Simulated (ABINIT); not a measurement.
A run of ABINIT 10.8.3 (patched build):

Contents of run.abi:

```
# Datasets
ndtset 3

# Pseudopotentials
pp_dirpath "./"
pseudos "Rb.upf"

# Structure
acell 9.1728674028 9.1728674028 9.1728674028
rprim
    -0.5773502692     0.5773502692     0.5773502692
     0.5773502692    -0.5773502692     0.5773502692
     0.5773502692     0.5773502692    -0.5773502692
ntypat 1
znucl 37
natom 1
typat 1
xred
            0.0            0.0            0.0

# Plane-wave basis
ecut 489.804952 eV

# k points
ngkpt 8 8 8
nshiftk 1
shiftk 0.0 0.0 0.0

# Exchange and correlation
ixc 11

# Bands and occupations
nband 13
occopt 4
tsmear 0.00734986

# SCF cycle
nstep 80

# Output
prteig 0
prtebands 0
prtwf 0
prtden 0
prtpot 0

# Dataset 1: ground state
kptopt1 1
tolvrs1 1.0e-15
prtwf1 1
tolwfr1 1.0e-14
nbdbuf1 4
nline1 6

# Dataset 2: atomic displacements at q = 0.25 0.25 0.25
rfphon2 1
rfatpol2 1 1
rfdir2 1 1 1
getwfk2 1
kptopt2 3
nqpt2 1
qpt2 1/4 1/4 1/4
tolvrs2 1.0e-10

# Dataset 3: atomic displacements at q = 0.5 -0.5 0.5
rfphon3 1
rfatpol3 1 1
rfdir3 1 1 1
getwfk3 1
kptopt3 3
nqpt3 1
qpt3 1/2 -1/2 1/2
tolvrs3 1.0e-10
```

Potentials or basis: PseudoDojo NC SR PBE v0.4.1 standard.

Run with:

```sh
$ abinit run.abi > log 2>&1
```

Hardware: 1 thread of Arm Neoverse V1 (shared host).

Question: How long does it take, and how much memory?

Answer: Run time: 9.2 min on 1 thread of Arm Neoverse V1, with other jobs on the host, peak memory 0.47 GiB. Counts: scf iterations 36, mpi ranks 1, k points 29, bands 13, plane waves 2182.
